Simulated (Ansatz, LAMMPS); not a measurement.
# Electronic structure of amorphous Al2O3 (155 atoms)

Aim: energy, forces, charges and density of states of amorphous Al2O3 (155 atoms) at a fixed geometry.

Program: Ansatz 0.2.0. Level of theory: Kohn-Sham DFT, PBE, PAW (set soft_2), plane waves. Results are calculated unless marked as measured.

**Experiments to compare with.** The mean number of oxygen atoms around aluminium in anodized alumina glass was determined from the peak areas of a solid-state aluminium NMR spectrum (“Structure of alumina glass”, 2022, PMC8752723): number of O about Al 4.73.

## 1. Set-up

The cell holds 155 atoms: 62 Al and 93 O. Cell: a = 12.259 Å, b = 12.259 Å, c = 12.259 Å, α = 90.0°, β = 90.0°, γ = 90.0°. 155 atoms (62 Al, 93 O) placed at random at 2.85 g/cm³, melted at 5000 K for 10 ps at fixed volume with the Morse and Coulomb pair potential with partial charges (Pedone, Malavasi, Menziani, Cormack and Segre, J. Phys. Chem. B 110, 11780 (2006)). Quenched from 5000 K to 300 K at 20 K/ps and fixed volume, held 5 ps, then minimised at fixed cell.

Limits known from the start: The quench rate of 20 K/ps far exceeds what a furnace or splat quench reaches, so expect more defects and frozen-in strain than in a real sample. The network of bonds at the start is that of the classical potential that made the cell, and needn't be the one that DFT or experiment would give. Sampling is at Γ alone, for a cell whose shortest periodic width is 12 Å.

## 2. Making the structure

A classical potential supplies the starting structure, since it reaches far longer times than DFT.

This step: classical MD, Morse and Coulomb pair potential with partial charges (Pedone, Malavasi, Menziani, Cormack and Segre, J. Phys. Chem. B 110, 11780 (2006)) (LAMMPS 22 Jul 2025 - Update 4).

The input, in.lmp:

```
# melt-quench of Al62O93
units metal
atom_style charge
boundary p p p
region box block 0 12.2588 0 12.2588 0 12.2588
create_box 2 box
mass 1 26.9815   # Al
mass 2 15.9990   # O
create_atoms 1 random 62 207889 NULL overlap 1.5 maxtry 2000
create_atoms 2 random 93 207896 NULL overlap 1.5 maxtry 2000
pair_style hybrid/overlay pedone 5.5 coul/long 8.0
pair_coeff * * coul/long
pair_coeff 1 2 pedone 0.361581 1.900442 2.164818 0.9   # Al-O
pair_coeff 2 2 pedone 0.042395 1.379316 3.618701 22   # O-O
set type 1 charge 1.8
set type 2 charge -1.2
kspace_style pppm 1.0e-4
neigh_modify delay 0 every 1 check yes
thermo_style custom step time temp pe press density
thermo_modify norm yes
timestep 0.002
thermo 100
min_style cg
minimize 1e-4 1e-4 200 2000
reset_timestep 0
velocity all create 5000 207890 mom yes dist gaussian
fix lim all nve/limit 0.05
fix lan all langevin 5000 5000 0.2 207891 zero yes
thermo 500
run 1000 post no
unfix lim
unfix lan
thermo 833
fix md all nvt temp 5000 5000 0.2
run 5000 post no
unfix md
thermo 11750
fix md all nvt temp 5000 300 0.2
run 117500 post no
unfix md
thermo 1250
fix md all nvt temp 300 300 0.2
run 2500 post no
unfix md
thermo 100
min_style cg
minimize 0 1e-3 2000 20000
write_dump all custom glass.dump id type xs ys zs modify sort id
```

Launch:

```bash
> lmp -in in.lmp -log none -nocite
```

Numbers of over 12 decimals in the logs are rounded to 6 here.

The program printed:

```text
LAMMPS (22 Jul 2025 - Update 4)
Created orthogonal box = (0 0 0) to (12.2588 12.2588 12.2588)
Created 62 atoms
Created 93 atoms
PPPM initialization ...
  G vector (1/distance) = 0.37146312
  grid = 12 12 12
  estimated relative force accuracy = 9.1490955e-05
   Step          Time           Temp          PotEng         Press         Density
         0   0              0             -3.1034633      632862.84      2.8490279
        74   0.148          0             -13.397482     -73490.198      2.8490279
Loop time of 0.0618063 s on 1 MPI rank(s) for 74 steps with 155 atoms
Minimization stats:
  Stopping criterion = energy tolerance
[... 36 lines left out ...]
    125000   250            328.0792      -13.502942     -72423.407      2.8490279
    126000   252            311.09247     -13.508119     -82318.916      2.8490279
Loop time of 1.25696 s on 1 MPI rank(s) for 2500 steps with 155 atoms
   Step          Time           Temp          PotEng         Press         Density
    126000   252            311.09247     -13.508119     -82318.916      2.8490279
    126014   252.028        311.09247     -13.544001     -80617.618      2.8490279
Loop time of 0.0394462 s on 1 MPI rank(s) for 14 steps with 155 atoms
Minimization stats:
  Stopping criterion = linesearch alpha is zero
  Energy initial, next-to-last, final =
     -13.5081191164928  -13.5440009327403  -13.5440009327403
  Force two-norm initial, final = 14.727675 0.39791012
  Iterations, force evaluations = 14 61
```

Wall time 71 s (1 thread of Arm Neoverse V2, shared host); peak memory 0.077 GiB.

## 3. Plane-wave single point

The electrons are solved once, with the atoms held.

The input, input.yaml:

```yaml
crystal:
  lattice:
    - [12.2588, 0.0, 0.0]
    - [0.0, 12.2588, 0.0]
    - [0.0, 0.0, 12.2588]
  atoms:
    - { symbol: Al, position: [0.92778, 0.01368, 0.37643] }
    - { symbol: Al, position: [0.37866, 0.78293, 0.8894] }
    - { symbol: Al, position: [0.06278, 0.54028, 0.23068] }
    - { symbol: Al, position: [0.86786, 0.35276, 0.66743] }
    - { symbol: Al, position: [0.23905, 0.62078, 0.01026] }
    - { symbol: Al, position: [0.07149, 0.34572, 0.39298] }
    - { symbol: Al, position: [0.94844, 0.22058, 0.20062] }
    - { symbol: Al, position: [0.89102, 0.84704, 0.56398] }
    - { symbol: Al, position: [0.71564, 0.58732, 0.98176] }
    - { symbol: Al, position: [0.85058, 0.58718, 0.78402] }
    - { symbol: Al, position: [0.51693, 0.06645, 0.70919] }
    - { symbol: Al, position: [0.97691, 0.56899, 0.00304] }
    - { symbol: Al, position: [0.81574, 0.58645, 0.22241] }
    - { symbol: Al, position: [0.08049, 0.25103, 0.64914] }
    - { symbol: Al, position: [0.37701, 0.55956, 0.3697] }
    - { symbol: Al, position: [0.14256, 0.09391, 0.22043] }
    - { symbol: Al, position: [0.06348, 0.45483, 0.80622] }
    - { symbol: Al, position: [0.31862, 0.21407, 0.65209] }
    - { symbol: Al, position: [0.90144, 0.09206, 0.93624] }
    - { symbol: Al, position: [0.29039, 0.99693, 0.56268] }
    - { symbol: Al, position: [0.63383, 0.42351, 0.179] }
    - { symbol: Al, position: [0.85072, 0.50623, 0.47337] }
    - { symbol: Al, position: [0.80038, 0.02005, 0.17846] }
    - { symbol: Al, position: [0.52832, 0.32808, 0.65316] }
    - { symbol: Al, position: [0.4328, 0.76413, 0.12814] }
    - { symbol: Al, position: [0.69193, 0.20044, 0.23972] }
    - { symbol: Al, position: [0.12356, 0.84915, 0.68927] }
    - { symbol: Al, position: [0.53945, 0.98048, 0.18224] }
    - { symbol: Al, position: [0.25446, 0.36619, 0.21738] }
    - { symbol: Al, position: [0.25318, 0.61356, 0.76401] }
    - { symbol: Al, position: [0.54749, 0.0645, 0.96175] }
    - { symbol: Al, position: [0.32705, 0.00326, 0.83221] }
    [... 117 atom lines left out ...]
    - { symbol: O, position: [0.2099, 0.04731, 0.10245] }
    - { symbol: O, position: [0.43081, 0.80426, 0.76456] }
    - { symbol: O, position: [0.42163, 0.35678, 0.89616] }
    - { symbol: O, position: [0.87651, 0.04291, 0.06492] }
    - { symbol: O, position: [0.82592, 0.96066, 0.62988] }
    - { symbol: O, position: [0.65999, 0.08093, 0.75517] }
kpoints:
  mp_grid: { grid: [1, 1, 1] }
hamiltonian:
  xc: pbe
scf:
  occupations: { method: fixed }
output:
  forces: true
  stress: true
  populations: true
  dos:
    method: { smearing: { sigma: 0.08 } }
    de: 0.1
    projected: { site_lists: { Al: [Al], O: [O] } }
  eigenvalues: true
  write_density: true
  write_potential: true
  volumetric_format: npy
```

Launch:

```bash
> ansatz run input.yaml --threads 8 --pin off --max-ram 15872MiB --backend cpu --events-out ev --progress --plain --runs-dir out
```

The program printed:

```text
Engine: ansatz 0.2.0, aarch64-unknown-linux-gnu
Pseudopotentials: kind: paw
Pseudopotential: Al, paw, valence charge 3, recommended cutoff 420 eV (normal), Al.paw.azcp
Pseudopotential: O, paw, valence charge 6, recommended cutoff 420 eV (normal), O.paw.azcp
[... 5 lines on functional and potentials left out ...]
Crystal: 155 atoms, lattice volume = 1842.230 Å³
Basis set: ecut = 420 eV, 36041 PW (Γ), exchange–correlation on 180×180×180 points (8 copies of the dense FFT grid, shifted against one another)
Bands: 527, of which v1, the nominal top of the filled ones, is band 372 counted from 1 (371 counted from 0)
Symmetry: 1 space group operations
Space group: P1 (ITA 1), of the structure as read, at distance tolerance 1.2e-4 Å
k-points: 1
[... 5 lines on functional and potentials left out ...]
Initial density: superposition of atomic densities (neutral atoms: chi_scale 0, normalization atom), corrected by the library's trained network
Initial wavefunctions: pseudopotential atomic-orbital guess
Functional: x = pbe(κ = 0.804, μ = 0.219515), c = pbe(β = 0.066725)
SCF iter   1: F=—  HF=-86305.254236 eV  |F-HF|=—  |Δ(HF+E_count)|=         —  Δρ=2.20e-3  dr2=1.22e-1  ethr=1.77e-3  ⟨swp⟩=5.0  Hψ=1905  notcnv=0  defer=151
preconditioner: auto → Resta (q_TF=auto, 2.346 Å⁻¹)  ε∞=3.3  [insulator: Δε(μ)=3.189 eV  Ē_g=15.508 eV  n_scr=388 (ndim 8)  ℏωp=23.6 eV  f_vac=0.082  ε∞_Penn≈3.3]
SCF iter   2: F=—  HF=-86305.242034 eV  |F-HF|=—  |Δ(HF+E_count)|=   1.22e-2  Δρ=1.21e-3  dr2=2.93e-2  ethr=1.64e-5  ⟨swp⟩=2.0  Hψ=981  notcnv=0  defer=153
SCF iter   3: F=—  HF=-86305.248251 eV  |F-HF|=—  |Δ(HF+E_count)|=   6.22e-3  Δρ=5.36e-4  dr2=8.01e-3  ethr=3.94e-6  ⟨swp⟩=3.0  Hψ=685  notcnv=0  defer=153
SCF iter   4: F=—  HF=-86305.249467 eV  |F-HF|=—  |Δ(HF+E_count)|=   1.22e-3  Δρ=1.50e-4  dr2=4.92e-4  ethr=1.08e-6  ⟨swp⟩=3.0  Hψ=685  notcnv=0  defer=153
SCF iter   5: F=—  HF=-86305.249487 eV  |F-HF|=—  |Δ(HF+E_count)|=   2.05e-5  Δρ=1.00e-4  dr2=1.58e-4  ethr=6.61e-8  ⟨swp⟩=2.0  Hψ=702  notcnv=0  defer=153
SCF iter   6: F=—  HF=-86305.249453 eV  |F-HF|=—  |Δ(HF+E_count)|=   3.47e-5  Δρ=2.77e-5  dr2=1.70e-5  ethr=2.12e-8  ⟨swp⟩=2.0  Hψ=700  notcnv=0  defer=149
SCF iter   7: F=—  HF=-86305.253405 eV  |F-HF|=—  |Δ(HF+E_count)|=   3.95e-3  Δρ=1.07e-5  dr2=2.55e-6  ethr=2.28e-9  ⟨swp⟩=2.0  Hψ=899  notcnv=0  defer=149
SCF iter   8: F=—  HF=-86305.253405 eV  |F-HF|=—  |Δ(HF+E_count)|=   1.23e-7  Δρ=7.75e-6  dr2=9.58e-7  ethr=3.43e-10  ⟨swp⟩=2.0  Hψ=750  notcnv=0  defer=149
SCF iter   9: F=-86305.253404 eV  HF=-86305.253405 eV  |F-HF|=5.01e-8  |Δ(HF+E_count)|=   2.97e-7  Δρ=2.22e-6  dr2=8.04e-8  ethr=1.34e-11  ⟨swp⟩=22.0  Hψ=5266  notcnv=0
SCF 1 converged in 9 iterations: F = -86305.253404 eV  dr2 = 8.04e-8
  greatest PAW one-centre occupation: 0.865 electrons in one spin orbital (limit 2), on the O atom at site 119 (counted from 0), in its partial waves of l = 0
WARN: The input density's exchange-correlation potential varies sharply where the density is thin. Do not read a vacuum level from v_tot or v_xc, or from such a field of the output density. On a cell that repeats whose density bears no net charge and no dipole along the vacuum's axis use v_es (v_loc + v_h of the components); [...]
SCF converged after 9 iterations
Free energy (F): -86305.253404 eV
Harris-Foulkes:  -86305.253405 eV  (|F-HF|=5.01e-8)
Internal energy: -86305.253404 eV  (E = F + TS)
E sigma→0 (E₀):  -86305.253404 eV
Fermi energy:    4.744572 eV
--- Per-component energies (eV) ---
  E_band       = -1831.551346
  E_kinetic    = 18162.201423
  E_local      = -46032.011384  (includes V_loc(G=0)·N_el)
  E_nonlocal   = 5073.147116
  E_hartree    = 17643.879270
  E_xc         = -9433.267467
  E_vxc        = -10690.867438  (∫ρ·V_xc dr)
  E_paw        = -43753.715246  (= ΣΔE_a)
  E_vpaw       = -3632.005332  (= ΣTr[D̂ρ^β])
  E_aug_tail   = 0.235119  (compensation charges beyond the density's cutoff)
  E_ewald      = -27965.722236
  E_smearing   = -0.000000  (= −TS)
  E_closure    = -0.000000  (closes the sum)
  Σ components = -86305.253404   (vs F -86305.253404, Δ=0.00e0)
--- Forces (eV/Å), atoms counted from 1 ---
  atom   1  Al    -0.15167310     0.07933028     0.10632233
  atom   2  Al     0.70937114     0.25311714     0.31098265
  atom   3  Al     0.26186069     0.27951997     0.08576016
  atom   4  Al     0.23776812     0.03883671    -0.07519832
  atom   5  Al     0.11181428    -0.09826448     0.18902815
  atom   6  Al     0.39028450    -0.30697061     0.43723147
  atom   7  Al     0.43953651    -0.43104982    -0.21580604
  atom   8  Al     0.01959386     0.24779255    -0.36051123
  atom   9  Al    -0.23913164    -0.28955953     0.09660634
  atom  10  Al    -0.37884363    -0.63547162     0.10512647
  atom  11  Al    -0.20771626    -0.28669805     0.16180274
  atom  12  Al     0.37927248    -0.07585876     0.21603655
  atom  13  Al     0.05515417     0.59690999     0.13617513
  atom  14  Al    -0.33171247    -0.22534005    -0.22262749
[...]
atom 154  O     -0.40689039    -0.12587550     0.18300377
  atom 155  O     -0.57360682    -0.25549732    -0.51767784
  max |Σ_I F_I| component: 1.15e-4 eV/Å
--- Stress (GPa, compression-positive) ---
        3.737608      -0.940072      -0.409675
       -0.940060       3.103022       0.579851
       -0.409669       0.579848       3.488447
  P = ⅓ Tr σ = 3.4430 GPa (34.430 kbar)
--- Band table (eV) ---
  k-point 0: bands = ["-14.8668", "-14.6988", "-14.6074", "-14.5430", [... 511 levels ...], "15.1846", "15.1978", "15.2248", "15.2504", "15.2733", "15.3288", "15.3320", "15.3630", "15.3894", "15.4379", "15.4674", "15.4857"]
--- Löwdin populations: 155 sites ---
  site symbol       q [e]
     0     Al      1.6207
     1     Al      1.6214
     2     Al      1.6183
[...]
154      O      6.8430
  spilling = 0.008474 (of n_electrons = 744.000000)
```

It took 23 s on 8 threads of Arm Neoverse V2, shared host; peak memory 2.7 GiB; 2.9 min of CPU time.

In the SCF lines HF is the Harris–Foulkes energy and dr2 the Hartree energy of the density residual, in eV; the loop may stop once dr2 is under the threshold and the program's other checks hold. Hψ counts applications of the Hamiltonian.

The program notes that the exchange-correlation potential is rough where the density is thin.

Numbers from this run:

| Property | Result |
| --- | --- |
| free energy | -86305.2534 eV |
| free energy per atom | -556.8081 eV/atom |
| SCF cycles | 9 |
| pressure | 3.443 GPa |
| r.m.s. force component | 0.373 eV/Å |
| longest force | 1.57 eV/Å |
| Fermi energy | 4.745 eV |
| gap (highest filled to lowest empty level) | 3.102 eV |
| spilling of the projection | 0.008474 |

Neighbours are counted within 2.23 Å (O-Al).

Length of the force by element and coordination:

```tsv
element	coordination	atoms	mean length of the force (eV/Å)	spread	least	most
Al	all	62	0.465	0.204	0.142	1.02
Al	4	52	0.452	0.193	0.142	0.914
Al	5	10	0.535	0.244	0.202	1.02
O	all	93	0.660	0.298	0.151	1.57
O	2	23	0.832	0.285	0.284	1.57
O	3	68	0.597	0.281	0.151	1.42
O	4	2	0.789	0.0987	0.691	0.888
```

Löwdin charges by element and coordination (they lack the spilled electrons, 0.041 e an atom on average):

```tsv
element	coordination	atoms	mean charge (e)	spread	least	most
Al	all	62	1.37	0.0241	1.31	1.42
Al	4	52	1.38	0.0172	1.34	1.42
Al	5	10	1.34	0.0182	1.31	1.36
O	all	93	-0.848	0.018	-0.895	-0.801
O	2	23	-0.870	0.0139	-0.895	-0.835
O	3	68	-0.842	0.0111	-0.868	-0.809
O	4	2	-0.807	0.006	-0.813	-0.801
```

Density of states as counts of states in windows of 1 eV (from the Fermi level), total and the larger projections:

```tsv
from (eV)	to (eV)	total	O p	Al p	Al s
-10	-8	0.0	0.0	0.0	0.0
-8	-7	14.5	10.9	0.9	2.5
-7	-6	60.4	45.9	4.5	8.6
-6	-5	71.2	55.9	9.2	4.1
-5	-4	91.5	76.3	10.8	2.2
-4	-3	102.6	91.3	8.2	1.0
-3	-2	98.2	91.7	4.0	0.4
-2	-1	85.7	81.3	2.6	0.2
-1	0	33.3	31.8	0.9	0.1
0	1	0.5	0.5	0.0	0.0
1	2	0.0	0.0	0.0	0.0
2	3	0.3	0.0	0.0	0.2
3	4	1.7	0.0	0.1	1.1
4	5	10.2	1.3	3.5	2.7
```

The curve was stored every 0.100 eV, coarse against its broadening of 0.08 eV, so these counts are rough.

With fixed occupations the program's Fermi level is the highest filled level; weight inside the gap is the broadening of levels at its edges.

Between -20 and -10 eV lie 186 more states.

The levels nearest the highest filled one (over half full), pooled over k-points and spins:

```tsv
level less the highest filled one (eV)	occupation
-0.543	2
-0.496	2
-0.456	2
-0.408	2
-0.340	2
0	2
3.10	0
4.46	0
4.54	0
4.71	0
4.84	0
4.99	0
```

Valence density in the ac plane at fractional y = 0.199, with atoms of Al and O within 0.2 Å of it. It is the smooth field of the valence electrons, not physical close to the nuclei.

Ten steps, logarithmic in the rise over the least value, from '0' (0.0 e/Å³) to '9' (6.7 e/Å³), each cell a mean:
```
23332222211000001369996312356542111
44432222221000001257875213589863112
34432111221000000123332123589853112
12221111111000000001111112355431001
01112333210000000000012211122210000
11124688632101223211112221234431001
33334799753113467642112222467863212
44334677642124699963100112479974223
44322333321113578752100001357763223
22221112343322344321000000123332111
11222113455421111111100000001122111
11222123555321000122221000001233211
01111112343322222233322112212344321
00000111111346654222222344432233321
10000122111357874322223466643222221
21001122222346654333333456532222232
21101122222233333456643333333332233
21111111112232113578864211346654322
23343211123444212467653111356764211
46786421135665321233322122234443212
47998521124553210000001112111222222
35786421112221100000000011100111222
12343221100000000123332100001111111
11222222210000000247774211122211100
```
Columns run along a (12.3 Å), rows up along c (12.3 Å). Atoms in or near the plane, at fractional coordinates: Al at (0.32, 0.65), Al at (0.69, 0.24), Al at (0.42, 0.25), Al at (0.72, 0.79), Al at (0.27, 0.41), O at (0.19, 0.73), O at (0.58, 0.97), O at (0.82, 0.68), O at (0.46, 0.67), O at (0.81, 0.91), O at (0.08, 0.14).

(Part 1 of 2 ends here.)

[Logs are printed without paths, hosts, clocks, repeated set-up lines and the standing remarks that a program may print on its own settings, such as how far it seeks lower states.]

[Hosts, paths, dates, database ids (printed as entryN), source tags and the programs' standing remarks are cut or masked in the printed files.]
